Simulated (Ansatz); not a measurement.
# Sb: a sweep of the smearing

Aim: hold Sb and all else fixed and vary the smearing, to see how far energy and properties move.

Method: DFT, PBE, all-electron LAPW, scalar-relativistic, in Ansatz 0.2.0.

## Step 1: The structure to begin with

Symmetry: P6_3/mmc, No. 194, hexagonal system. Conventional cell: a = 3.369 Å, b = 3.369 Å, c = 5.330 Å, α = 90.00°, β = 90.00°, γ = 120.00°. Sb (site symmetry -6m2) has 12 Sb at 3.30 to 3.37 Å in its first shell of neighbours.

Structure file:

```
CELL_PARAMETERS angstrom
3.36900 0.00000 0.00000
-1.68450 2.91764 0.00000
0.00000 0.00000 5.33000
ATOMIC_POSITIONS crystal
Sb 0.33333 0.66667 0.25000
Sb 0.66667 0.33333 0.75000
```

The cell comes from a crystallographic database entry that wasn't checked; take it as a given geometry, which may be far from equilibrium.

Atoms are numbered in the order of the input: Sb1, Sb2.

## Step 2: With Fermi–Dirac smearing of 0.15 eV

File input.yaml:

```yaml
crystal:
  lattice:
    - [3.3690001795, 0.0, 0.0]
    - [-1.6845000898, 2.9176397408, 0.0]
    - [0.0, 0.0, 5.33]
  atoms:
    - { symbol: Sb, position: [0.3333333333, 0.6666666667, 0.25] }
    - { symbol: Sb, position: [0.6666666667, 0.3333333333, 0.75] }
kpoints:
  mp_grid: { grid: [12, 12, 7] }
scf:
  occupations: { method: fermi_dirac, width: 0.15 }
hamiltonian:
  xc: pbe
  pseudopotentials: { kind: all_electron, lapw: { basis_error: 0.0005 } }
output:
  forces: true
  stress: true
  eigenvalues: true
```

The run is started by

```console
> ansatz run input.yaml --threads 1 --pin off --max-ram 2048MiB --backend cpu --events-out ev --progress --plain --runs-dir out
```

## Step 3: With cold smearing of 0.15 eV

Changes to input.yaml since step 2:

```diff
@@ -11,3 +11,3 @@
 scf:
-  occupations: { method: fermi_dirac, width: 0.15 }
+  occupations: { method: cold, width: 0.15 }
 hamiltonian:
```

## Step 4: With Fermi–Dirac smearing of 0.28 eV

Changes to input.yaml since step 3:

```diff
@@ -11,3 +11,3 @@
 scf:
-  occupations: { method: cold, width: 0.15 }
+  occupations: { method: fermi_dirac, width: 0.28 }
 hamiltonian:
```

## Step 5: With Methfessel–Paxton smearing of 0.2 eV

Changes to input.yaml since step 4:

```diff
@@ -11,3 +11,3 @@
 scf:
-  occupations: { method: fermi_dirac, width: 0.28 }
+  occupations: { method: methfessel_paxton, width: 0.2 }
 hamiltonian:
```

## Step 6: With tetrahedron filling

Changes to input.yaml since step 5:

```diff
@@ -11,3 +11,3 @@
 scf:
-  occupations: { method: methfessel_paxton, width: 0.2 }
+  occupations: { method: tetrahedron }
 hamiltonian:
```

(Steps that only read results are left out.)

What does the calculation give? Wanted: pressure, lowest to highest.

The runs gave:

| quantity | value |
| --- | --- |
| largest change of energy from «Fermi–Dirac smearing of 0.15 eV» (zero smearing) | -0.4 meV/atom (Fermi–Dirac smearing of 0.28 eV) |
| pressure, lowest to highest (LAPW) | 3.03 to 3.36 GPa |

In words: Across the runs the energy spans 0.6 meV/atom. The pressure spans 0.34 GPa (LAPW, the tetrahedron run left out, since its derivatives are unreliable). Spin-orbit coupling is left out, though the cell holds Sb; in elements this heavy it can shift bands and gaps by tenths of an eV.
